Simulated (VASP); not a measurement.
A run of VASP 6.6.1 is set up as follows.

Contents of INCAR:

```
PREC = Accurate
ENCUT = 600
EDIFF = 1E-6
ISMEAR = 0
SIGMA = 0.1
LREAL = F
LASPH = T
NELM = 100
ALGO = Fast
ISIF = 3
LWAVE = F
LCHARG = F
GGA = PS
IBRION = 2
NSW = 100
EDIFFG = -0.002
PSTRESS = 1850.0
```

KPOINTS

```
Automatic mesh
0
Gamma
  22 22 22
```

POSCAR

```
Se
1.0
   -1.3876487866      1.3876487866      1.3876487866
    1.3876487866     -1.3876487866      1.3876487866
    1.3876487866      1.3876487866     -1.3876487866
Se
1
Direct
    0.0000000000      0.0000000000      0.0000000000
```

Potentials or basis: VASP PAW PBE potentials, release 64 (Se).

The run is started by

```bash
$ cat potpaw_PBE.64/Se/POTCAR > POTCAR
$ mpirun -np 1 vasp_std > vasp.out
```

Question: Estimate the relaxed cell.

Answer: a = 2.407 Å, b = 2.407 Å, c = 2.407 Å, α = 109.47°, β = 109.47°, γ = 109.47°.

Question: Predict the relaxed volume.

Answer: 10.73 Å³/atom.

Question: Predict the band gap on the k mesh.

Answer: None (metal or under the smearing width).

Step by step:
| step | energy change (eV) | largest force (eV/Å) | pressure (GPa) | volume (Å³) |
| --- | --- | --- | --- | --- |
| 1 | 0.0000 | 0.0000 | 188.16 | 10.69 |
| 2 | -0.3641 | 0.0000 | 166.91 | 11.02 |
| 3 | -0.0546 | 0.0000 | 184.96 | 10.73 |
| 4 | -0.0536 | 0.0000 | 185.02 | 10.73 |

Caveat: the cell is relaxed towards a set pressure, so the enthalpy falls and the energy may rise; the PAW data sets were made with another functional, which shifts forces and pressure a little.
